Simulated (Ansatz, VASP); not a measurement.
**One calculation of BP, two programs**

The input INCAR:

```
PREC = Accurate
ENCUT = 520
EDIFF = 1E-6
ISMEAR = -1
SIGMA = 0.05
LREAL = F
LASPH = T
NELM = 60
ALGO = Normal
ISIF = 2
LWAVE = F
LCHARG = F
GGA = PS
NBANDS = 11
```

File KPOINTS:

```
Automatic mesh
0
Gamma
  8 8 8
```

File POSCAR:

```
BP
1.0
    0.0000000000      2.2690000000      2.2690000000
    2.2690000000      0.0000000000      2.2690000000
    2.2690000000      2.2690000000      0.0000000000
P B
1 1
Direct
    0.7500000000      0.7500000000      0.7500000000
    0.0000000000      0.0000000000      0.0000000000
```

Contents of input.yaml:

```yaml
crystal:
  lattice:
    - [0.0, 2.269, 2.269]
    - [2.269, 0.0, 2.269]
    - [2.269, 2.269, 0.0]
  atoms:
    - { symbol: P, position: [0.75, 0.75, 0.75] }
    - { symbol: B, position: [0.0, 0.0, 0.0] }
kpoints:
  mp_grid: { grid: [8, 8, 8] }
scf:
  occupations: { method: fermi_dirac, width: 0.05 }
hamiltonian:
  xc: pbesol
  pseudopotentials: { kind: all_electron, datasets: crystal }
output:
  forces: true
  stress: true
  eigenvalues: true
  elf: true
  volumetric_format: npy
```

Alike in both runs: task single point; functional PBEsol; k mesh 8 × 8 × 8; occupations fermi-dirac, width 0.05 eV; no spin polarisation.

```csv
,VASP,Ansatz
version,VASP 6.6.1,Ansatz 0.2.0
potentials or method,"VASP PAW PBE potentials, release 64 (P, B)",all-electron PAW datasets made for the crystal
plane-wave cutoff (eV),520,see its input
```

```csv
,VASP,Ansatz,Ansatz less VASP
gap on the k mesh at the Fermi level (eV),1.16,1.17,+0.007
least direct gap on the mesh (eV),3.36,3.36,+0.008
pressure (GPa),-1.8,-2.0,-0.16
```

Ansatz ran all-electron here, so the differences hold the error of VASP's frozen core and of both bases.

Caveats: the PAW data sets were made with another functional, which shifts forces and pressure a little (VASP). A k mesh can miss the band edges.
